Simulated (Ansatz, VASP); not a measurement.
# Cross-check of InSb between VASP and Ansatz, part 2 of 2

One calculation is typed for both programs; each brings its own data sets and cutoff. How far apart do they land? The cell is taken from a series of VASP runs on this material, whose earlier steps may have relaxed, scaled or displaced it; both programs get it as it stands.

VASP 6.6.1 and Ansatz 0.2.0.

So far: The structure; Ansatz: relaxation of cell and atoms, r2SCAN with rVV10.

**3. VASP: relaxation of cell and atoms, r2SCAN with rVV10**

Level of this step: r2SCAN with rVV10; plane waves and PAW (Sb, In_d) (VASP).

The same cell, functional, mesh and smearing now go to VASP, with its own data sets and cutoff.

Lines of VASP's logs that name or quote its potential files are left out, and so is its time.

File INCAR:

```
SYSTEM = InSb
PREC = Accurate
ENCUT = 450
EDIFF = 1E-06
NELM = 100
ISMEAR = 0
SIGMA = 0.05
LREAL = .FALSE.
ALGO = Normal
METAGGA = R2SCAN
LUSE_VDW = .TRUE.
IVDW_NL = 2
BPARAM = 11.95
CPARAM = 0.0093
LASPH = .TRUE.
NBANDS = 15
LORBIT = 11
LWAVE = .FALSE.
LCHARG = .FALSE.
KPAR = 8
IBRION = 2
NSW = 50
ISIF = 3
EDIFFG = -0.006
```

File POSCAR:

```
InSb
1.0
    0.0000000000      3.2711723829      3.2711723829
    3.2711723829      0.0000000000      3.2711723829
    3.2711723829      3.2711723829      0.0000000000
Sb In
1 1
Direct
    0.7500000000      0.7500000000      0.7500000000
    0.0000000000      0.0000000000      0.0000000000
```

File KPOINTS:

```
Automatic mesh
0
Gamma
10 10 10
0 0 0
```

The projector-augmented-wave data sets are Sb and In_d (PBE family, release 64).

Launch:

```sh
> mpirun -np 8 vasp_std
```

Numbers of over 12 decimals in the logs are rounded to 6 here.

Log:

```text
[banner, memory and clock lines left out]
running    8 mpi-ranks, on    1 nodes
 distrk:  each k-point on    1 cores,    8 groups
 distr:  one band on    1 cores,    1 groups

 POSCAR found type information on POSCAR SbIn
 POSCAR found :  2 types and       2 ions
|                                                                             |
|           W    W    AA    RRRRR   N    N  II  N    N   GGGG   !!!           |
|           W    W   A  A   R    R  NN   N  II  NN   N  G    G  !!!           |
|           W    W  A    A  R    R  N N  N  II  N N  N  G       !!!           |
|           W WW W  AAAAAA  RRRRR   N  N N  II  N  N N  G  GGG   !            |
|           WW  WW  A    A  R   R   N   NN  II  N   NN  G    G                |
|           W    W  A    A  R    R  N    N  II  N    N   GGGG   !!!           |
|                                                                             |
|     For optimal performance we recommend to set                             |
|       NCORE = 2 up to number-of-cores-per-socket                            |
|     NCORE specifies how many cores store one orbital (NPAR=cpu/NCORE).      |
|     This setting can greatly improve the performance of VASP for DFT.       |
|     The default, NCORE=1 might be grossly inefficient on modern             |
|     multi-core architectures or massively parallel machines. Do your        |
|     Unfortunately you need to use the default for GW and RPA                |
|     calculations (for HF NCORE is supported but not extensively tested      |
|     yet).                                                                   |
|                                                                             |

|                                                                             |
|               ----> ADVICE to this user running VASP <----                  |
|                                                                             |
|     You have switched on vdW-DFT.                                           |
|     This routine was written and supplied by Jiri Klimes. We recommend      |
|     that you carefully read and cite the following publications:            |
|       J. Klimes, D.R. Bowler, A. Michelides                                 |
|          J. Phys.: Cond Matt. 22 022201 (2010)                              |
|       J. Klimes, D.R. Bowler, A. Michelides                                 |
|          Phys. Rev. B. 83, 195131 (2011)                                    |
|     and references therein.                                                 |
|                                                                             |

|                                                                             |
|               ----> ADVICE to this user running VASP <----                  |
|                                                                             |
|     You enforced a specific xc type in the INCAR file but a different       |
|     [... a line on the potential file left out ...]
|     I HOPE YOU KNOW WHAT YOU ARE DOING!                                     |
|                                                                             |

 LDA part: xc-table for (None), standard interpolation
 POSCAR, INCAR and KPOINTS ok, starting setup
 FFT: planning ... GRIDC
 FFT: planning ... GRID_SOFT
 FFT: planning ... GRID
 WAVECAR not read
 entering main loop
       N       E                     dE             d eps       ncg     rms          rms(c)
Total rVV10 correction in eV:      0.5779252    23.4983124
Total rVV10 correction in eV:      0.5779252    23.4983124
Total rVV10 correction in eV:      0.5779252    23.4983124
Total rVV10 correction in eV:      0.5779252    23.4983124
Total rVV10 correction in eV:      0.5779252    23.4983124
Total rVV10 correction in eV:      0.5779252    23.4983124
Total rVV10 correction in eV:      0.5779252    23.4983124
Total rVV10 correction in eV:      0.5779252    23.4983124
DAV:   1     0.659219447207E+02    0.65922E+02   -0.75563E+03  1410   0.109E+03
DAV:   2    -0.444644366024E+02   -0.11039E+03   -0.10731E+03  1578   0.275E+02
DAV:   3    -0.510729619792E+02   -0.66085E+01   -0.65889E+01  1802   0.747E+01
DAV:   4    -0.512649726275E+02   -0.19201E+00   -0.19197E+00  1813   0.148E+01
DAV:   5    -0.512758272533E+02   -0.10855E-01   -0.10854E-01  2121   0.265E+00    0.525E+00
Total rVV10 correction in eV:      0.5809421    23.4983136
Total rVV10 correction in eV:      0.5809421    23.4983136
[...]
DAV:   7    -0.481700782393E+02    0.19430E-04   -0.18722E-05  1800   0.276E-02    0.132E-01
Total rVV10 correction in eV:      0.5931316    23.4983138
Total rVV10 correction in eV:      0.5931316    23.4983138
Total rVV10 correction in eV:      0.5931316    23.4983138
Total rVV10 correction in eV:      0.5931316    23.4983138
Total rVV10 correction in eV:      0.5931316    23.4983138
Total rVV10 correction in eV:      0.5931316    23.4983138
Total rVV10 correction in eV:      0.5931316    23.4983138
Total rVV10 correction in eV:      0.5931316    23.4983138
DAV:   8    -0.481700819448E+02   -0.37055E-05   -0.31797E-05  1845   0.460E-02    0.704E-02
Total rVV10 correction in eV:      0.5931211    23.4983138
Total rVV10 correction in eV:      0.5931211    23.4983138
Total rVV10 correction in eV:      0.5931211    23.4983138
[...]
step:   0.5749(harm=  0.6413)  dis= 0.00000  next Energy=   -48.170270 (dE=-0.409E-03)
 bond charge predicted
       N       E                     dE             d eps       ncg     rms          rms(c)
Total rVV10 correction in eV:      0.5931161    23.4983138
Total rVV10 correction in eV:      0.5931161    23.4983138
Total rVV10 correction in eV:      0.5931161    23.4983138
Total rVV10 correction in eV:      0.5931161    23.4983138
Total rVV10 correction in eV:      0.5931161    23.4983138
Total rVV10 correction in eV:      0.5931161    23.4983138
Total rVV10 correction in eV:      0.5931161    23.4983138
Total rVV10 correction in eV:      0.5931161    23.4983138
DAV:   1    -0.481733091175E+02   -0.32240E-02   -0.76762E-02  1816   0.511E+00    0.382E-01
Total rVV10 correction in eV:      0.5936471    23.4983138
Total rVV10 correction in eV:      0.5936471    23.4983138
Total rVV10 correction in eV:      0.5936471    23.4983138
Total rVV10 correction in eV:      0.5936471    23.4983138
Total rVV10 correction in eV:      0.5936471    23.4983138
Total rVV10 correction in eV:      0.5936471    23.4983138
Total rVV10 correction in eV:      0.5936471    23.4983138
Total rVV10 correction in eV:      0.5936471    23.4983138
DAV:   2    -0.481706925497E+02    0.26166E-02   -0.53549E-03  1739   0.153E+00    0.133E-01
Total rVV10 correction in eV:      0.5940392    23.4983138
Total rVV10 correction in eV:      0.5940392    23.4983138
Total rVV10 correction in eV:      0.5940392    23.4983138
Total rVV10 correction in eV:      0.5940392    23.4983138
Total rVV10 correction in eV:      0.5940392    23.4983138
Total rVV10 correction in eV:      0.5940392    23.4983138
Total rVV10 correction in eV:      0.5940392    23.4983138
Total rVV10 correction in eV:      0.5940392    23.4983138
DAV:   3    -0.481702782945E+02    0.41426E-03   -0.12180E-03  1795   0.684E-01    0.991E-02
Total rVV10 correction in eV:      0.5940436    23.4983138
Total rVV10 correction in eV:      0.5940436    23.4983138
Total rVV10 correction in eV:      0.5940436    23.4983138
Total rVV10 correction in eV:      0.5940436    23.4983138
Total rVV10 correction in eV:      0.5940436    23.4983138
Total rVV10 correction in eV:      0.5940436    23.4983138
Total rVV10 correction in eV:      0.5940436    23.4983138
Total rVV10 correction in eV:      0.5940436    23.4983138
DAV:   4    -0.481702790586E+02   -0.76414E-06   -0.35577E-05  1522   0.546E-02    0.928E-02
Total rVV10 correction in eV:      0.5941890    23.4983138
Total rVV10 correction in eV:      0.5941890    23.4983138
Total rVV10 correction in eV:      0.5941890    23.4983138
Total rVV10 correction in eV:      0.5941890    23.4983138
Total rVV10 correction in eV:      0.5941890    23.4983138
Total rVV10 correction in eV:      0.5941890    23.4983138
Total rVV10 correction in eV:      0.5941890    23.4983138
Total rVV10 correction in eV:      0.5941890    23.4983138
DAV:   5    -0.481702518041E+02    0.27255E-04   -0.41537E-05  1508   0.397E-02    0.637E-02
Total rVV10 correction in eV:      0.5942503    23.4983138
Total rVV10 correction in eV:      0.5942503    23.4983138
Total rVV10 correction in eV:      0.5942503    23.4983138
Total rVV10 correction in eV:      0.5942503    23.4983138
Total rVV10 correction in eV:      0.5942503    23.4983138
Total rVV10 correction in eV:      0.5942503    23.4983138
Total rVV10 correction in eV:      0.5942503    23.4983138
Total rVV10 correction in eV:      0.5942503    23.4983138
DAV:   6    -0.481702494920E+02    0.23121E-05   -0.96611E-06  1823   0.146E-02    0.383E-02
Total rVV10 correction in eV:      0.5942515    23.4983138
Total rVV10 correction in eV:      0.5942515    23.4983138
Total rVV10 correction in eV:      0.5942515    23.4983138
Total rVV10 correction in eV:      0.5942515    23.4983138
Total rVV10 correction in eV:      0.5942515    23.4983138
Total rVV10 correction in eV:      0.5942515    23.4983138
Total rVV10 correction in eV:      0.5942515    23.4983138
Total rVV10 correction in eV:      0.5942515    23.4983138
DAV:   7    -0.481702484188E+02    0.10732E-05   -0.70633E-07  1013   0.656E-03    0.324E-02
Total rVV10 correction in eV:      0.5942864    23.4983138
Total rVV10 correction in eV:      0.5942864    23.4983138
Total rVV10 correction in eV:      0.5942864    23.4983138
Total rVV10 correction in eV:      0.5942864    23.4983138
Total rVV10 correction in eV:      0.5942864    23.4983138
Total rVV10 correction in eV:      0.5942864    23.4983138
Total rVV10 correction in eV:      0.5942864    23.4983138
Total rVV10 correction in eV:      0.5942864    23.4983138
DAV:   8    -0.481702469932E+02    0.14256E-05   -0.45963E-06  1641   0.175E-02    0.298E-03
Total rVV10 correction in eV:      0.5942863    23.4983138
Total rVV10 correction in eV:      0.5942863    23.4983138
Total rVV10 correction in eV:      0.5942863    23.4983138
Total rVV10 correction in eV:      0.5942863    23.4983138
Total rVV10 correction in eV:      0.5942863    23.4983138
Total rVV10 correction in eV:      0.5942863    23.4983138
Total rVV10 correction in eV:      0.5942863    23.4983138
Total rVV10 correction in eV:      0.5942863    23.4983138
DAV:   9    -0.481702470618E+02   -0.68633E-07   -0.22299E-07   768   0.384E-03
Total rVV10 correction in eV:      0.5942740    23.4983138
Total rVV10 correction in eV:      0.5942740    23.4983138
Total rVV10 correction in eV:      0.5942740    23.4983138
Total rVV10 correction in eV:      0.5942740    23.4983138
Total rVV10 correction in eV:      0.5942740    23.4983138
Total rVV10 correction in eV:      0.5942740    23.4983138
Total rVV10 correction in eV:      0.5942740    23.4983138
Total rVV10 correction in eV:      0.5942740    23.4983138
Total rVV10 correction in eV:      0.5942829    23.4983138
Total rVV10 correction in eV:      0.5942829    23.4983138
Total rVV10 correction in eV:      0.5942829    23.4983138
Total rVV10 correction in eV:      0.5942829    23.4983138
Total rVV10 correction in eV:      0.5942829    23.4983138
Total rVV10 correction in eV:      0.5942829    23.4983138
Total rVV10 correction in eV:      0.5942829    23.4983138
Total rVV10 correction in eV:      0.5942829    23.4983138
   3 F= -.48170247E+02 E0= -.48170225E+02  d E =-.386033E-03
 curvature:  -0.31 expect dE=-0.934E-07 dE for cont linesearch -0.934E-07
 trial: gam=-0.01401 g(F)=  0.160E-45 g(S)=  0.302E-06 ort = 0.212E-04 (trialstep = 0.915E+00)
 search vector abs. value=  0.161E-09
 reached required accuracy - stopping structural energy minimisation
```

OUTCAR, selected parts (step 3):

```text
ion  position               nearest neighbor table
   1  0.750  0.750  0.750-   2 2.83   2 2.83   2 2.83   2 2.83
   2  0.000  0.000  0.000-   1 2.83   1 2.83   1 2.83   1 2.83

  LATTYP: Found a face centered cubic cell.
 ALAT       =     6.5423447658

 Subroutine GETGRP returns: Found 24 space group operations
 (whereof 24 operations were pure point group operations)

The static configuration has the point symmetry T_d .

 Found     47 irreducible k-points:

   k-points           NKPTS =     47   k-points in BZ     NKDIM =     47   number of bands    NBANDS=     15

   dimension x,y,z NGX =    32 NGY =   32 NGZ =   32
   dimension x,y,z NGXF=    64 NGYF=   64 NGZF=   64

   ENCUT  =  450.0 eV  33.07 Ry    5.75 a.u.   8.00  8.00  8.00*2*pi/ulx,y,z

   NELECT =      18.0000    total number of electrons

 k-points in reciprocal lattice and weights: Automatic mesh
   0.00000000  0.00000000  0.00000000       0.001
   0.10000000  0.00000000  0.00000000       0.008
   0.20000000  0.00000000  0.00000000       0.008
   0.30000000  0.00000000  0.00000000       0.008
   0.40000000  0.00000000  0.00000000       0.008
   0.50000000  0.00000000  0.00000000       0.004
   0.10000000  0.10000000  0.00000000       0.006
   0.20000000  0.10000000  0.00000000       0.024
   0.30000000  0.10000000  0.00000000       0.024
[...]
-0.30000000  0.40000000  0.20000000       0.024
  -0.30000000  0.50000000  0.20000000       0.012

 average (electrostatic) potential at core
       1 -92.5642       2-102.0680

 E-fermi :   4.7185

 k-point     1 :       0.0000    0.0000    0.0000
  band No.  band energies     occupation
    ...
      5     -10.2738      2.00000
      6      -6.3136      2.00000
      7       4.6642      1.87543
      8       4.6642      1.87539
      9       4.6642      1.87539
     10       4.7500      0.37379
     11       7.8672      0.00000
     12       7.8672      0.00000
     13       7.8672      0.00000
     14      10.7122      0.00000
    ...

 k-point     2 :       0.1000    0.0000    0.0000
  band No.  band energies     occupation
    ...
      5     -10.2739      2.00000
      6      -6.2201      2.00000
      7       3.2508      2.00000
      8       4.5250      2.00000
      9       4.5250      2.00000
     10       5.7018      0.00000
     11       8.0637      0.00000
     12       8.0638      0.00000
     13       8.0812      0.00000
     14      11.2524      0.00000
    ...

 k-point     3 :       0.2000    0.0000    0.0000
  band No.  band energies     occupation
    ...
      5     -10.2741      2.00000
      6      -5.9506      2.00000
      7       1.7488      2.00000
      8       4.2224      2.00000
      9       4.2224      2.00000
     10       5.8472      0.00000
     11       8.4578      0.00000
     12       8.4578      0.00000
     13       9.0262      0.00000
     14      11.9589      0.00000
    ...

  Total       -0.0020420     -0.0020420     -0.0020420      0.0000000      0.0000000     -0.0000000
  in kB       -0.0470144     -0.0470144     -0.0470144      0.0000000      0.0000000     -0.0000000
  external PRESSURE =      -0.0470144 kB  Pullay stress =       0.0000000 kB

  energy-cutoff  :      450.00
  volume of cell :       69.59
      direct lattice vectors                 reciprocal lattice vectors
     0.000000000  3.264655052  3.264655052    -0.153155538  0.153155538  0.153155538
     3.264655052  0.000000000  3.264655052     0.153155538 -0.153155538  0.153155538
     3.264655052  3.264655052 -0.000000000     0.153155538  0.153155538 -0.153155538

 POSITION                                       TOTAL-FORCE (eV/Angst)
 -----------------------------------------------------------------------------------
      4.89698      4.89698      4.89698        -0.000000     -0.000000      0.000000
      0.00000      0.00000     -0.00000         0.000000      0.000000     -0.000000
 -----------------------------------------------------------------------------------
    total drift:                               -0.000002     -0.000002     -0.000002

  FREE ENERGIE OF THE ION-ELECTRON SYSTEM (eV)
  ---------------------------------------------------
  free  energy   TOTEN  =       -48.1702470618 eV

  energy  without entropy=      -48.1702020443  energy(sigma->0) =      -48.17022455

 reached required accuracy - stopping structural energy minimisation

 total charge
# of ion       s       p       d       tot
------------------------------------------
    1        1.110   1.342   0.020   2.472
    2        0.857   0.730   9.863  11.450
--------------------------------------------------
tot          1.967   2.072   9.883  13.922

[... 3 further parts left out ...]
```

The gap is under twice the smearing width, so the edge states are partly filled and the run can't tell a small gap from a semimetal. The run keeps the 24 symmetry operations of its start, so it cannot find a distortion of lower symmetry.

**4. Comparison**

Known differences besides the potentials themselves: VASP keeps PBE cores, Ansatz makes them for the functional; both relaxations stop at a tolerance, which leaves soft axes loose, and VASP keeps its plane-wave basis; the data sets hold 28 valence electrons in Ansatz (default PAW (the set named soft_2) files) and 18 in VASP; the cutoff is 500 eV in Ansatz and 450 eV in VASP; Ansatz adds a Pulay correction to the stress that steers its cell, VASP none. Total energies have different zeros and are not compared.

Both answers:

| quantity | Ansatz | VASP | difference |
| --- | --- | --- | --- |
| volume (Å³) | 69.34 | 69.59 | -0.36 % |
| edge a after relaxation, in the typed setting (Å) | 4.611 | 4.617 | -0.12 % |

The walks stopped with -0.01 GPa left in Ansatz and 0.00 GPa in VASP; each walk ends within a tolerance, so the volume difference is uncertain by about these residues over the bulk modulus, most in soft cells.

**5. Summary of results**

```yaml
difference_in_volume_relaxation_of_cell_and_atoms_r2scan_with_rvv10: -0.36 %
```

**Reading.** The difference in volume is -0.36 % (relaxation of cell and atoms, r2SCAN with rVV10), within the 1.2 % picked in this series as the mark of a large difference, as far as the stopping tolerances let one tell. How closely two codes agree says nothing of how well the functional describes the real material.

[Lines on the potential files, build, host, timing and source positions are cut from VASP's logs without a mark.]

[Logs are printed without paths, hosts, clocks, repeated set-up lines and the standing remarks that a program may print on its own settings, such as how far it seeks lower states.]

[Hosts, paths, dates, database ids (printed as entryN), source tags and the programs' standing remarks are cut or masked in the printed files.]
